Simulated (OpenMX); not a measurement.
# BN under changes of volume

One of the cells (6.078 Å³/atom); the others are scaled copies at fixed shape and fractional positions:

```
N B
1.0
     0.00000    1.82501    1.82501
     1.82501    0.00000    1.82501
     1.82501    1.82501    0.00000
N B
1 1
Direct
  0.25000 0.25000 0.25000
  0.00000 0.00000 0.00000
```

The cell is a database's computed one.

* Program: OpenMX 3.8.5
* Functional: PBE
* Potentials or basis: OpenMX 2013 PBE set, N6.0-s2p2d1, B7.0-s2p2d1, fixed grid of 25 × 25 × 25 points
* k mesh: 13 × 13 × 13
* Occupations: fermi-dirac, width 0.05 eV
* Spin: no spin polarisation

```tsv
volume (Å³/atom)	energy over the lowest point (meV/atom)	gap on the mesh (eV)
5.602	27.42	4.74
5.721	11.11	4.73
5.840	1.48	4.71
6.078	0.00	4.68
6.198	?	?
6.317	18.89	4.64
```

Question: What does the run at 6.198 Å³/atom give?

Answer: Energy over the lowest point 7.11 meV/atom; gap on the mesh 4.66 eV.

Worked out: A Birch-Murnaghan fit of order 3 (a polynomial in V^(-2/3)) to the other rows has its minimum at 5.97 Å³/atom with B0 = V·E''(V) = 371 GPa and B' = 3.7. It gives 7.16 meV/atom at 6.198 Å³/atom, against the run's 7.11. A straight line through the other rows of the gap, of slope -0.839 eV per unit of ln V, gives 4.66 eV, against the run's 4.66.

Energies are extrapolated to zero smearing.

Caveats: an odd mesh through Γ misses points on the zone boundary, where band edges often lie; the basis of atomic orbitals isn't converged, which shifts pressures, moduli and gaps.
